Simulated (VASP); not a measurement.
# Ir (Fm-3m) in VASP: elastic constants with RPBE

Aim: the elastic constants of Ir with RPBE.

Program: VASP 6.6.1. These are calculated values, not measurements. Logs are shortened: lines on timing, memory, paths and dates and some standing lists are left out, and cuts for length are marked.

## (1) Starting point

It takes space group Fm-3m (No. 225, cubic). Conventional cell: a = 3.854 Å, b = 3.854 Å, c = 3.854 Å, α = 90.00°, β = 90.00°, γ = 90.00°. Ir (site symmetry m-3m) has 12 Ir at 2.73 Å as nearest neighbours.

## (2) Elastic constants, RPBE

Contents of POSCAR:

```
Ir
1.0
    0.0000000000      1.9269646700      1.9269646700
    1.9269646700      0.0000000000      1.9269646700
    1.9269646700      1.9269646700      0.0000000000
Ir
1
Direct
    0.0000000000      0.0000000000      0.0000000000
```

Contents of INCAR.step1:

```
  ALGO = Normal
  EDIFF = 1E-8
  EDIFFG = -0.002
  ENCUT = 600
  GGA = RP
  IBRION = 2
  ISIF = 3
  ISMEAR = 0
  LASPH = True
  LCHARG = False
  LREAL = False
  LWAVE = False
  NELM = 100
  NSW = 40
  PREC = Accurate
  SIGMA = 0.1
```

Contents of INCAR.step2:

```
  ALGO = Normal
  EDIFF = 1E-8
  ENCUT = 600
  GGA = RP
  IBRION = 6
  ISIF = 3
  ISMEAR = 0
  LASPH = True
  LCHARG = False
  LREAL = False
  LWAVE = False
  NELM = 100
  NFREE = 2
  NSW = 1
  POTIM = 0.015
  PREC = Accurate
  SIGMA = 0.1
```

Contents of KPOINTS:

```
k-points
0
Gamma
  18 18 18
```

Potentials or basis: VASP PAW PBE potentials, release 64 (Ir).

On the command line:

```bash
$ cat potpaw_PBE.64/Ir/POTCAR > POTCAR
$ cp INCAR.step1 INCAR
$ mpirun -np 1 vasp_std > vasp.out
$ cp CONTCAR POSCAR
$ cp INCAR.step2 INCAR
$ mpirun -np 1 vasp_std > vasp.out
```

OUTCAR:

```text
EDIFF = 1E-8
   ENCUT = 600
   GGA = RP
   IBRION = 6
   ISIF = 3
   ISMEAR = 0
   LASPH = True
   LREAL = False
   NELM = 100
   NFREE = 2
   NSW = 1
   POTIM = 0.015
   PREC = Accurate

 ion  position               nearest neighbor table
   1  0.000  0.000  0.000-

  LATTYP: Found a face centered cubic cell.
 ALAT       =     3.8879793151

  Lattice vectors:

 A1 = (   0.0000000000,   1.9439896576,   1.9439896576)
 A2 = (   1.9439896576,   0.0000000000,   1.9439896576)
 A3 = (   1.9439896576,   1.9439896576,   0.0000000000)

Analysis of symmetry for initial positions (statically):
=====================================================================
 Subroutine PRICEL returns:
 Original cell was already a primitive cell.

 Routine SETGRP: Setting up the symmetry group for a
 face centered cubic supercell.

 Subroutine GETGRP returns: Found 48 space group operations
 (whereof 48 operations were pure point group operations)
 out of a pool of 48 trial point group operations.

The static configuration has the point symmetry O_h .

Analysis of symmetry for dynamics (positions and initial velocities):
=====================================================================
 Subroutine PRICEL returns:
 Original cell was already a primitive cell.

 Routine SETGRP: Setting up the symmetry group for a
 face centered cubic supercell.

 Subroutine GETGRP returns: Found 48 space group operations
 (whereof 48 operations were pure point group operations)
 out of a pool of 48 trial point group operations.

The dynamic configuration has the point symmetry O_h .

 Subroutine INISYM returns: Found 48 space group operations
 (whereof 48 operations are pure point group operations),
 and found     1 'primitive' translations

----------------------------------------------------------------------------------------

                                     Primitive cell

  volume of cell :      14.6930

  direct lattice vectors                    reciprocal lattice vectors
     0.000000000  1.943989658  1.943989658    -0.257203014  0.257203014  0.257203014
     1.943989658  0.000000000  1.943989658     0.257203014 -0.257203014  0.257203014
     1.943989658  1.943989658  0.000000000     0.257203014  0.257203014 -0.257203014

  length of vectors
     2.749216539  2.749216539  2.749216539     0.445488689  0.445488689  0.445488689

  position of ions in fractional coordinates (direct lattice)
     0.000000000  0.000000000  0.000000000

  ion indices of the primitive-cell ions
   primitive index   ion index
                 1           1

----------------------------------------------------------------------------------------

 KPOINTS: k-points

Automatic generation of k-mesh.
 Grid dimensions read from file:
 generate k-points for:   18   18   18

 Generating k-lattice:

  Cartesian coordinates                     Fractional coordinates (reciprocal lattice)
    -0.014289056  0.014289056  0.014289056     0.055555556  0.000000000  0.000000000
     0.014289056 -0.014289056  0.014289056     0.000000000  0.055555556  0.000000000
     0.014289056  0.014289056 -0.014289056     0.000000000  0.000000000  0.055555556

  Length of vectors
     0.024749372  0.024749372  0.024749372

  Shift w.r.t. Gamma in fractional coordinates (k-lattice)
     0.000000000  0.000000000  0.000000000

 Subroutine IBZKPT returns following result:
 ===========================================

 Found    195 irreducible k-points:

 Following reciprocal coordinates:
            Coordinates               Weight
  0.000000  0.000000  0.000000      1.000000
  0.055556  0.000000  0.000000      8.000000
  0.111111  0.000000  0.000000      8.000000
  0.166667  0.000000  0.000000      8.000000
  0.222222  0.000000  0.000000      8.000000
  0.277778  0.000000  0.000000      8.000000
[... 16 lines left out ...]
 -0.277778  0.055556  0.000000     24.000000
 -0.222222  0.055556  0.000000     24.000000
 [... further k-points ...]
   k-points           NKPTS =    195   k-points in BZ     NKDIM =    195   number of bands    NBANDS=      8
   number of dos      NEDOS =    301   number of ions     NIONS =      1
   total plane-waves  NPLWV =  13824
   dimension x,y,z NGX =    24 NGY =   24 NGZ =   24
   dimension x,y,z NGXF=    48 NGYF=   48 NGZF=   48
   ions per type =               1
   NGX,Y,Z   is equivalent  to a cutoff of  14.51, 14.51, 14.51 a.u.
   NGXF,Y,Z  is equivalent  to a cutoff of  29.03, 29.03, 29.03 a.u.
 SYSTEM =  unknown system
   PREC   = accura    normal or accurate (medium, high low for compatibility)
   ISTART =      0    job   : 0-new  1-cont  2-samecut
   ICHARG =      2    charge: 1-file 2-atom 10-const
   ISPIN  =      1    spin polarized calculation?
[... 22 lines left out ...]
   IALGO  =     38    algorithm
   IMIX   =      4    mixing-type and parameters
     AMIX     =   0.40;   BMIX     =  1.00
     AMIX_MAG =   1.60;   BMIX_MAG =  1.00
  volume/ion in A,a.u.               =      14.69        99.15
  Fermi-wavevector in a.u.,A,eV,Ry     =   1.390332  2.627346 26.300359  1.933022
  Thomas-Fermi vector in A             =   2.514277
   LORBIT       =      0    0 simple, 1 ext, 2 COOP (PROOUT), +10 PAW based schemes
   GGA     = RP    functional components
   LHFCALC =     F    Hartree Fock is set to
   AEXX    =    0.0000 exact exchange contribution
   IVDW    =     0    specifies the selected vdW correction
   LEPSILON=     F    determine dielectric tensor
   LRPA    =     F    only Hartree local field effects (RPA)
 finite differences with symmetry
 non-spin polarized calculation
 Gauss-broadening in eV      SIGMA  =   0.10
  energy-cutoff  :      600.00
  volume of cell :       14.69
 maximum number of plane-waves:       531
 NGX is ok and might be reduce to    24
   NGX = 11   NGY = 11   NGZ = 11

--------------------------------------- Ionic step        1  -------------------------------------------

 number of electron       9.0000000 magnetization

 Free energy of the ion-electron system (eV)
  ---------------------------------------------------
  ext. energy  EPLUGINS =         0.00000000
  ---------------------------------------------------
  free energy    TOTEN  =        -8.19447215 eV

  energy without entropy =       -8.18895810  energy(sigma->0) =       -8.19171512

------------------------ aborting loop because EDIFF is reached ----------------------------------------

  FORCE on cell =-STRESS in cart. coord.  units (eV):
  Direction    XX          YY          ZZ          XY          YZ          ZX
  --------------------------------------------------------------------------------------
  -------------------------------------------------------------------------------------
  Total       -0.0012035     -0.0012035     -0.0012035     -0.0000000      0.0000000      0.0000000
  in kB       -0.1312319     -0.1312319     -0.1312319     -0.0000000      0.0000000      0.0000000
  external PRESSURE =      -0.1312319 kB  Pullay stress =       0.0000000 kB
[... 86 lines left out ...]
  FREE ENERGIE OF THE ION-ELECTRON SYSTEM (eV)
  ---------------------------------------------------
  free  energy   TOTEN  =        -8.1884797591 eV

  energy  without entropy=       -8.1830895358  energy(sigma->0) =       -8.18578465

 E-fermi :  10.1191     XC(G=0): -13.8128

 val. band max:       10.1154297103   @ k =  -0.3333   0.0000   0.3333
 cond. band min:      10.1200224582   @ k =  -0.2778   0.2222   0.1111
 fundamental gap:      0.0045927479
 Fermi energy:        10.1190845569

 k-point     1 :       0.0000    0.0000    0.0000
  band No.  band energies     occupation
      1      -0.7623      2.00000
      2       6.2831      2.00000
      3       6.2831      2.00000
      4       6.4714      2.00000
      5       8.7993      2.00000
      6       9.0495      2.00000
      7      24.4328      0.00000
      8      29.7441      0.00000
[... 243 lines left out ...]
 k-point    24 :      -0.2222    0.0556    0.0000
  band No.  band energies     occupation
      1       1.4031      2.00000
      2       5.6977      2.00000
      3       6.7885      2.00000
      4       6.8695      2.00000
      5       8.6104      2.00000
      6       9.5188      2.00000
      7      24.1976      0.00000
      8      26.9076      0.00000

 [... further k-points ...]

[... ionic steps 4 to 12 ...]

--------------------------------------- Ionic step       13  -------------------------------------------

 number of electron       9.0000000 magnetization

------------------------ aborting loop because EDIFF is reached ----------------------------------------
[... 65 lines left out ...]
--------------------------------------- Ionic step       15  -------------------------------------------

 number of electron       9.0000000 magnetization

 Free energy of the ion-electron system (eV)
  ---------------------------------------------------
  ext. energy  EPLUGINS =         0.00000000
  ---------------------------------------------------
  free energy    TOTEN  =        -8.19447209 eV

  energy without entropy =       -8.18895804  energy(sigma->0) =       -8.19171507

 E-fermi :   9.8621     XC(G=0): -13.7223

 val. band max:        9.8609600169   @ k =   0.5000   0.2222   0.1111
 cond. band min:       9.8647764392   @ k =   0.3333   0.1111   0.0556
 fundamental gap:      0.0038164223
 Fermi energy:         9.8620677469

 k-point     1 :       0.0000    0.0000    0.0000
  band No.  band energies     occupation
      1      -0.8563      2.00000
      2       6.1754      2.00000
      3       6.1754      2.00000
      4       6.1754      2.00000
      5       8.6950      2.00000
      6       8.6950      2.00000
      7      24.2010      0.00000
      8      29.5836      0.00000
[... 281 lines left out ...]
  FREE ENERGIE OF THE ION-ELECTRON SYSTEM (eV)
  ---------------------------------------------------
  free  energy   TOTEN  =        -8.1944720886 eV

  energy  without entropy=       -8.1889580444  energy(sigma->0) =       -8.19171507

 INTERNAL STRAIN TENSORS FROM STRAINED CELLS
 ============================================

 INTERNAL STRAIN TENSOR FOR ION    1 for displacements in x,y,z  (eV/Angst):
          X           Y           Z          XY          YZ          ZX
  --------------------------------------------------------------------------------
  x     0.00000     0.00000    -0.00000    -0.00000     0.00000     0.00000
  y     0.00000     0.00000    -0.00000     0.00000     0.00000    -0.00000
  z     0.00000     0.00000     0.00000     0.00000    -0.00000     0.00000

 INTERNAL STRAIN TENSORS FROM DISPLACED ATOMS
 ============================================

 INTERNAL STRAIN TENSOR FOR ION    1 for displacements in x,y,z  (eV/Angst):
          X           Y           Z          XY          YZ          ZX
  --------------------------------------------------------------------------------
  x     0.00000     0.00000     0.00000     0.00000     0.00000     0.00000
  y     0.00000     0.00000     0.00000     0.00000     0.00000     0.00000
  z     0.00000     0.00000     0.00000     0.00000     0.00000     0.00000

 Eigenvectors and eigenvalues of the dynamical matrix
 ----------------------------------------------------

   1 f  =    0.000000 THz     0.000000 2PiTHz    0.000000 cm-1     0.000000 meV
             X         Y         Z           dx          dy          dz
      0.000000  0.000000  0.000000     1.000000    0.000000    0.000000

   2 f  =    0.000000 THz     0.000000 2PiTHz    0.000000 cm-1     0.000000 meV
             X         Y         Z           dx          dy          dz
      0.000000  0.000000  0.000000     0.000000    1.000000    0.000000

   3 f  =    0.000000 THz     0.000000 2PiTHz    0.000000 cm-1     0.000000 meV
             X         Y         Z           dx          dy          dz
      0.000000  0.000000  0.000000     0.000000    0.000000    1.000000

--------------------------------------------------------------------------------------------------------

 ELASTIC MODULI CONTR FROM IONIC RELAXATION (kBar)
 Direction    XX          YY          ZZ          XY          YZ          ZX
 --------------------------------------------------------------------------------
 XX           0.0000      0.0000      0.0000      0.0000      0.0000      0.0000
 YY           0.0000      0.0000      0.0000      0.0000      0.0000      0.0000
 ZZ           0.0000      0.0000      0.0000      0.0000      0.0000      0.0000
 XY           0.0000      0.0000      0.0000      0.0000      0.0000      0.0000
 YZ           0.0000      0.0000      0.0000      0.0000      0.0000      0.0000
 ZX           0.0000      0.0000      0.0000      0.0000      0.0000      0.0000
 --------------------------------------------------------------------------------

 TOTAL ELASTIC MODULI (kBar)
 Direction    XX          YY          ZZ          XY          YZ          ZX
 --------------------------------------------------------------------------------
 XX        5662.8300   2159.3000   2159.3000      0.0000      0.0000     -0.0000
 YY        2159.3000   5662.8300   2159.3000      0.0000      0.0000      0.0000
 ZZ        2159.3000   2159.3000   5662.8300      0.0000      0.0000      0.0000
 XY           0.0000      0.0000      0.0000   2381.8107      0.0000      0.0000
 YZ           0.0000      0.0000      0.0000      0.0000   2381.8107      0.0000
 ZX          -0.0000      0.0000      0.0000      0.0000      0.0000   2381.8107
 --------------------------------------------------------------------------------
```

Wall time 9.2 min (1 thread of Intel Xeon Platinum 8488C (Sapphire Rapids), shared host); peak memory 0.53 GiB.

Results:

```
Relaxed volume                         : 14.69 Å³/atom
Relaxed cell                           : a = 2.749 Å, b = 2.749 Å, c = 2.749 Å, α = 60.00°, β = 60.00°, γ = 60.00°
Space group after relaxing (to 0.05 Å) : Fm-3m (No. 225)
Elastic constants C11, C12, C44        : 566, 216, 238 GPa
Voigt bulk modulus                     : 333 GPa
```

Step by step:
```
step  energy change (eV)  largest force (eV/Å)  pressure (GPa)  volume (Å³)
   1              0.0000                0.0000            9.38        14.31
   2              0.1076                0.0000          -24.14        16.12
   3             -0.0108                0.0000           -0.35        14.71
   4             -0.0108                0.0000           -0.02        14.69
```

Final structure:
```xyz
1
Lattice="0.0000 1.9440 1.9440 1.9440 0.0000 1.9440 1.9440 1.9440 0.0000" Properties=species:S:1:pos:R:3 pbc="T T T"
Ir    0.0000    0.0000    0.0000
```

Elastic tensor in Voigt notation (GPa, in the Cartesian axes of the cell as first typed):
```
566 216 216   0   0   0
216 566 216   0   0   0
216 216 566   0   0   0
  0   0   0 238   0   0
  0   0   0   0 238   0
  0   0   0   0   0 238
```

Clamped-ion elastic tensor (GPa):
```
566 216 216   0   0   0
216 566 216   0   0   0
216 216 566   0   0   0
  0   0   0 238   0   0
  0   0   0   0 238   0
  0   0   0   0   0 238
```

Caveat: the PAW data sets were made with another functional, which shifts forces and pressure a little. The run has no spin-orbit coupling, so splittings on Ir are missing.
